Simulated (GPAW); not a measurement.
Runs of GPAW 26.7.0 on BN. Symmetry: F-43m, No. 216, cubic system. The conventional cell has a = 3.626 Å, b = 3.626 Å, c = 3.626 Å, α = 90.00°, β = 90.00°, γ = 90.00°. Around N (site symmetry -43m) lie 4 B at 1.57 Å. B (site symmetry -43m) has 4 N at 1.57 Å as nearest neighbours. The cell is a database's computed one.

```tsv
level	potentials or basis	eigensolver	gap on the mesh (eV)	pressure (GPa)	relaxed volume (Å³/atom)
RPBE	the program's PAW data sets (release 1.2.1) made for this functional, pw	-	4.56	0.0	6.03
revPBE	the program's PAW data sets (release 1.2.1) made for this functional, pw	-	4.55	0.0	(b)
BLYP	PAW data sets generated in the run's folder for this functional, pw	davidson	4.91	0.1	6.04
PBE	GPAW PAW data sets (gpaw-data 1.2.1), pw	-	4.54	0.0	5.93
r2SCAN	GPAW PAW data sets (gpaw-data 1.2.1), pw	-	(a)	0.1	5.86
```

Alike in all rows: task relaxation of cell and atoms; no spin polarisation; cell relaxed; k mesh 13 × 13 × 13; cutoff (eV) 800; smearing fermi-dirac 0.05 eV.

Q: Estimate the missing entries.

A: (a) 5.09; (b) 6.01.

Caveats: later steps reuse the first step's grids; an odd mesh through Γ misses points on the zone boundary, where band edges often lie; the PAW data sets were made with another functional, which shifts forces and pressure a little (some runs).
